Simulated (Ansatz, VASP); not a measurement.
# One calculation of Pb, two programs

File INCAR:

```
PREC = Accurate
ENCUT = 520
EDIFF = 1E-6
ISMEAR = -1
SIGMA = 0.1
LREAL = F
LASPH = T
NELM = 80
ALGO = Normal
ISIF = 2
LWAVE = F
LCHARG = T
LELF = T
LVHAR = T
NBANDS = 21
```

File KPOINTS:

```
Automatic mesh
0
Gamma
  9 9 9
```

The input POSCAR:

```
Pb
1.0
    0.0000000000      3.5450990030      3.5450990030
    3.5450990030      0.0000000000      3.5450990030
    3.5450990030      3.5450990030      0.0000000000
Pb
2
Direct
    0.1250000000      0.1250000000      0.1250000000
    0.8750000000      0.8750000000      0.8750000000
```

Input for Ansatz:

```yaml
crystal:
  lattice:
    - [0.0, 3.545099003, 3.545099003]
    - [3.545099003, 0.0, 3.545099003]
    - [3.545099003, 3.545099003, 0.0]
  atoms:
    - { symbol: Pb, position: [0.125, 0.125, 0.125] }
    - { symbol: Pb, position: [0.875, 0.875, 0.875] }
hamiltonian:
  xc: lda
  pseudopotentials:
    kind: paw
    azcp:
      Pb: "pseudopotentials/Pb.paw.azcp"
basis:
  ecutwfc: 420
  fft_grid_basis: typed
kpoints:
  mp_grid: { grid: [9, 9, 9], shift: [0, 0, 0] }
magnetization:
  spin_polarized: false
scf:
  occupations: { method: fermi_dirac, width: 0.1 }
  lower_state_search: "off"
output:
  stress: true
```

Alike in both runs: task single point; functional LDA; k mesh 9 × 9 × 9; occupations fermi-dirac, width 0.1 eV; no spin polarisation.

```csv
,VASP,Ansatz
version,VASP 6.6.1,Ansatz 0.2.0
potentials or method,"VASP PAW LDA potentials, release 64 (Pb_d)","plane waves (420 eV) with PAW, scalar-relativistic"
plane-wave cutoff (eV),520,420
valence electrons in the cell,28,28
```

```csv
,VASP,Ansatz,Ansatz less VASP
pressure (GPa),-2.9,-2.9,0.00
```

Ansatz warned: «pseudo_functional_mismatch».

The runs have no spin-orbit coupling, so splittings on Pb are missing.
